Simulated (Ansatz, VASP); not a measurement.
## ZnO (zincite): VASP beside Ansatz

INCAR

```
SYSTEM = ZnO
ALGO     = Normal         ! electronic algorithm
EDIFF    = 1E-6           ! SCF threshold, eV
ENCUT    = 520            ! plane-wave cutoff, eV
ISIF     = 2              ! what is computed and relaxed
ISMEAR   = -1             ! smearing method
LASPH    = .TRUE.         ! aspherical terms in the spheres
LCHARG   = .FALSE.        ! write CHGCAR
LMIXTAU  = .TRUE.       
LREAL    = .FALSE.        ! projectors in reciprocal space
LWAVE    = .FALSE.        ! write WAVECAR
METAGGA  = R2SCAN         ! meta-GGA
NELM     = 80             ! most SCF steps
PREC     = Accurate       ! precision mode
SIGMA    = 0.05           ! smearing width, eV
```

Contents of KPOINTS:

```
k-points
0
G
  9 9 5
  0 0 0
```

POSCAR

```
ZnO
1.0
    3.2053930491      0.0000000000      0.0000000000
   -1.6026965246      2.7759518096      0.0000000000
    0.0000000000      0.0000000000      5.1353529565
Zn O
2 2
Direct
    0.6666666667      0.3333333333      0.0000000000
    0.3333333333      0.6666666667      0.5000000000
    0.3333333333      0.6666666667      0.8790100000
    0.6666666667      0.3333333333      0.3790100000
```

File input.yaml:

```yaml
crystal:
  lattice:
    - [3.2053930491, 0.0, 0.0]
    - [-1.6026965246, 2.7759518096, 0.0]
    - [0.0, 0.0, 5.1353529565]
  atoms:
    - { symbol: Zn, position: [0.6666666667, 0.3333333333, 0.0] }
    - { symbol: Zn, position: [0.3333333333, 0.6666666667, 0.5] }
    - { symbol: O, position: [0.3333333333, 0.6666666667, 0.87901] }
    - { symbol: O, position: [0.6666666667, 0.3333333333, 0.37901] }
hamiltonian:
  xc: r2scan
  pseudopotentials: { kind: paw }
kpoints:
  mp_grid: { grid: [9, 9, 5] }
scf:
  occupations: { method: fermi_dirac, width: 0.05 }
output:
  forces: true
  stress: true
  eigenvalues: true
  write_density: true
  write_potential: true
  elf: true
  volumetric_format: npy
```

Change from the starting cell: volume scaled by 0.96.

Alike in both runs: task single point; functional r2SCAN; k mesh 9 × 9 × 5; occupations fermi-dirac, width 0.05 eV; no spin polarisation.

|  | VASP | Ansatz |
| --- | --- | --- |
| version | VASP 6.6.1 | Ansatz 0.2.0 |
| potentials or method | VASP PAW PBE potentials, release 64 (Zn, O) | Ansatz PAW |
| plane-wave cutoff (eV) | 520 | 500 |
| valence electrons in the cell | 36 | 36 |

Ansatz gave:

```
gap on the k mesh at the Fermi level (eV)       : 1.30
least direct gap on the mesh (eV)               : 1.30
pressure (GPa)                                  : 5.4
largest component of the traceless stress (GPa) : 1.18
rms of the force components (eV/Å)              : 0.049
```

Task: Which values does VASP return?

Result: gap on the k mesh at the Fermi level (eV): 1.29; least direct gap on the mesh (eV): 1.29; pressure (GPa): 6.5; largest component of the traceless stress (GPa): 1.36; rms of the force components (eV/Å): 0.051.

Atom by atom the forces differ by 0.002 eV/Å (rms over components).

Caveats: the PAW data sets were made with another functional, which shifts forces and pressure a little (VASP); odd divisions of the mesh miss points on the zone boundary, where band edges often lie, so the gap on the mesh can be too wide (Ansatz); the PAW data sets come from PBE, with cores solved anew for the run's functional, which leaves a small shift of forces and pressure (Ansatz).
